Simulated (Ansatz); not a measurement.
Runs of Ansatz 0.2.0 on Al. It takes space group Fm-3m (No. 225, cubic). The conventional cell has a = 4.050 Å, b = 4.050 Å, c = 4.050 Å, α = 90.00°, β = 90.00°, γ = 90.00°. Al (site symmetry m-3m) is surrounded by 12 Al at 2.86 Å. 

```tsv
task	level	cell	cutoff (eV)	points for each segment of the path	gap on the mesh (eV)	pressure (GPa)
band structure	LDA	as given	420	14	none	-3.7
band structure	r2SCAN	as given	500	14	none	-3.4
band structure	RPBE	as given	420	14	none	1.0
band structure	revPBE	as given	420	14	none	(b)
band structure	PBEsol	as given	420	14	none	-1.9
relaxation of cell and atoms	PBEsol	relaxed	420	-	none	0.0
band structure	BLYP	as given	420	14	none	(a)
```

Alike in all rows: potentials or basis Ansatz PAW; no spin polarisation; k mesh 11 × 11 × 11; smearing fermi-dirac 0.05 eV.

Task: Fill in the values left out.

Result: (a) 3.0; (b) 0.7.

Caveats: the PAW data sets come from PBE, with cores solved anew for the run's functional, which leaves a small shift of forces and pressure; the plane-wave basis is chosen anew once the cell has moved, so the energies of steps on either side of that aren't comparable (some runs).

A gap of «none» marks a metal or a gap under the smearing width.

Runs at the PBE level aren't shown here.
